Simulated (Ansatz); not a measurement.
Computed with Ansatz 0.2.0, DFT PBE, scalar-relativistic, plane waves, PAW. All cells share a 420 eV cutoff and Γ-centred k meshes spaced at most about 0.3 Å⁻¹ (about 0.25 or finer for metals, 2π included). No spin polarisation.

Temperature and zero-point effects are left out.

**Question.** Order these relaxed structures of TaAs by energy, lowest first, with the energy over the lowest of them.
A. Space group P4/nmm (No. 129), tetragonal, a = 4.182 Å, c = 6.043 Å. Ta has 4 As at 2.60 Å and 4 Ta at 2.96 Å; As has 4 Ta at 2.60 Å.
B. Space group P6_3mc (No. 186), hexagonal, a = 3.330 Å, c = 8.506 Å. Around Ta lie 4 As at 2.54–2.58 Å; As is surrounded by 4 Ta at 2.54–2.58 Å.
C. Space group P-6m2 (No. 187), hexagonal, a = 3.414 Å, c = 3.484 Å. Around Ta lie 6 As at 2.63 Å; around As lie 6 Ta at 2.63 Å.
D. Space group Fm-3m (No. 225), cubic, a = 5.267 Å. Ta has 6 As at 2.63 Å; around As lie 6 Ta at 2.63 Å.

**Answer.** C (0 meV/atom), D (573 meV/atom), A (645 meV/atom), B (777 meV/atom). Forms: C tungsten carbide type, P-6m2; D rock salt type, Fm-3m; A anti-litharge type, P4/nmm; B P6_3mc. Counting As atoms around Ta (those within 1.25 times the shortest such distance or 1.15 times the sum of covalent radii): C has Ta 6; D has Ta 6; A has Ta 4; B has Ta 4. All come from invented guesses.

No dispersion correction is applied, so the spacing and binding between layers, chains or molecules are poorly described (P4/nmm), and this can change margins and order among such cells. These runs have no spin–orbit coupling, which can matter for Ta. Cells relaxed within their symmetry can be saddle points. Some types were kept out of the candidates beforehand, so the set may lack a known form.
